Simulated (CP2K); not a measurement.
Hf under changes of volume

One of the cells (23.523 Å³/atom); the others are scaled copies at fixed shape and fractional positions:

```xyz
1
Lattice="3.1264 0.0000 0.0000 -1.0421 2.9476 0.0000 -1.0421 -1.4738 2.5527" Properties=species:S:1:pos:R:3 pbc="T T T"
Hf    0.0000    0.0000    0.0000
```

This isn't the form of Hf at room conditions, which is hcp.

| Quantity | Value |
| --- | --- |
| Program | CP2K 2026.2 |
| Functional | PBE |
| Potentials or basis | POTENTIAL_UZH Hf GTH-PBE-q12; TZVP-MOLOPT-PBE-GTH basis |
| Density cutoff | 6123 eV |
| k mesh | 10 × 10 × 10 |
| Occupations | fermi-dirac, width 0.05 eV |
| Spin | no spin polarisation |

```csv
volume (Å³/atom),energy over the lowest point (meV/atom),pressure (GPa)
22.112,0.61,1.4
22.582,0.00,-0.8
23.052,5.51,-2.7
23.523,?,?
23.993,32.58,-6.1
24.464,53.06,-7.6
24.934,77.59,-8.9
```

Problem. What does the run at 23.523 Å³/atom give?

Solution. Energy over the lowest point 16.58 meV/atom; pressure -4.5 GPa.

Worked out: A Birch-Murnaghan fit of order 3 (a polynomial in V^(-2/3)) to the other rows has its minimum at 22.39 Å³/atom with B0 = V·E''(V) = 104 GPa and B' = 4.0. It gives 16.57 meV/atom at 23.523 Å³/atom, against the run's 16.58, and -dE/dV = -4.6 GPa, against -4.5.

Energies are extrapolated to zero smearing.

Caveats: the basis of atomic orbitals isn't converged, which shifts pressures, moduli and gaps.
